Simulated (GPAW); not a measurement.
Set up this calculation in GPAW 26.7.0, as an ASE script.

```yaml
Task: relaxation of cell and atoms
Functional: LDA
Potentials_or_basis: the program's PAW data sets (release 1.2.1) made for this functional
Cutoff: 600 eV
Basis: pw
k_mesh: 12 × 12 × 12
Occupations: fermi-dirac, width 0.05 eV
Spin: collinear spin, ferromagnetic start
Starting_moments: "[2.0] μB"
Target_pressure: 10 GPa
Maxiter: 150
Optimizer: BFGS
Fmax: 0.02 eV/Å
Max_steps: 60
Target_pressure: 10 GPa
Convergence: density=1e-05 forces=0.0001
```

The structure of V lies in V.xyz:

```xyz
1
Lattice="-1.5143500000 1.5143500000 1.5143500000 1.5143500000 -1.5143500000 1.5143500000 1.5143500000 1.5143500000 -1.5143500000" Properties=species:S:1:pos:R:3 pbc="T T T"
V      0.0000000000      0.0000000000      0.0000000000
```

These files were run (other wordings do the same):

run.py

```python
from ase.filters import FrechetCellFilter
from ase.io import read, write
from ase.optimize import BFGS
from ase.units import GPa
from gpaw import GPAW, PW

atoms = read('V.xyz')
atoms.set_initial_magnetic_moments([2.0])

calc = GPAW(mode=PW(600),
            xc='LDA',
            kpts={'size': (12, 12, 12), 'gamma': True},
            occupations={'name': 'fermi-dirac', 'width': 0.05},
            nbands=15,
            convergence={'density': 1e-05, 'forces': 0.0001},
            maxiter=150,
            txt='gpaw.txt')
atoms.calc = calc
opt = BFGS(FrechetCellFilter(atoms, scalar_pressure=10 * GPa), trajectory='relax.traj', logfile='-')
done = opt.run(fmax=0.02, steps=60)
calc.write('gs.gpw')
write('result.traj', atoms)
print('Converged:', done)
print('Cell:', atoms.cell.cellpar().round(4))
print('Volume:', round(atoms.get_volume(), 4))
print(atoms.get_scaled_positions().round(5))
```

Potentials or basis: the program's PAW data sets (release 1.2.1) made for this functional, pw.

Run with:

```bash
$ OMP_NUM_THREADS=1 python run.py
```

Results of the run:

```yaml
Relaxed_volume: 12.00 Å³/atom
Relaxed_cell: a = 2.498 Å, b = 2.498 Å, c = 2.498 Å, α = 109.47°, β = 109.47°, γ = 109.47°
Space_group_after_relaxing_to_0.05_Å: Im-3m (No. 229)
Energy_change_on_relaxing_the_enthalpy_is_what_falls: -62.5 meV/atom
Ionic_steps: 4
Pressure_after_relaxing: 9.9 GPa
Band_gap_on_the_k_mesh: none (metal or under the smearing width)
Net_moment: 0.00 μB per cell
```

Caveat: each step starts from the last one's moments, so a moment once lost doesn't come back; later steps reuse the first step's grids.

It took 54 s on 1 thread of Arm Neoverse V2, with other jobs on the host, peak memory 0.18 GiB.
